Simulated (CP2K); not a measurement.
Runs of CP2K 2026.2 on CdS (Greenockite). Symmetry: P6_3mc, No. 186, hexagonal system. Conventional cell: a = 4.150 Å, b = 4.150 Å, c = 6.737 Å, α = 90.00°, β = 90.00°, γ = 120.00°. Cd (site symmetry 3m) is surrounded by 4 S at 2.53 to 2.54 Å. S (site symmetry 3m) has 4 Cd at 2.53 to 2.54 Å as nearest neighbours. 

```tsv
level	potentials or basis	spin	soc after scf	k points reduced by the point group	gap on the mesh (eV)	pressure (GPa)	largest force (eV/Å)
PBE	GTH_SOC_POTENTIALS Cd GTH-PBE-q12, S GTH-PBE-q6; DZVP-MOLOPT-SR-GTH basis	SOC, no magnetisation	yes	-	-	3.3	0.07
PBEsol	GTH_POTENTIALS Cd GTH-PBE-q12, S GTH-PBE-q6; DZVP-MOLOPT-SR-GTH basis	off	-	yes	1.00	0.6	0.07
PBE	GTH_POTENTIALS Cd GTH-PBE-q12, S GTH-PBE-q6; DZVP-MOLOPT-SR-GTH basis	off	-	yes	(a)	3.3	0.07
PBEsol	GTH_SOC_POTENTIALS Cd GTH-PBE-q12, S GTH-PBE-q6; DZVP-MOLOPT-SR-GTH basis	SOC, no magnetisation	yes	-	-	0.6	0.07
```

Alike in all rows: task band structure; cell as given; k mesh 7 × 7 × 4; smearing fermi-dirac 0.05 eV.

Q: Fill in the values left out.

A: (a) 1.16.

Caveats: the basis of atomic orbitals isn't converged, which shifts pressures, moduli and gaps; the potentials were made for another functional, which shifts forces and pressure (some runs).

A k mesh can miss the band edges, and rows without SOC leave out spin-orbit coupling on Cd.
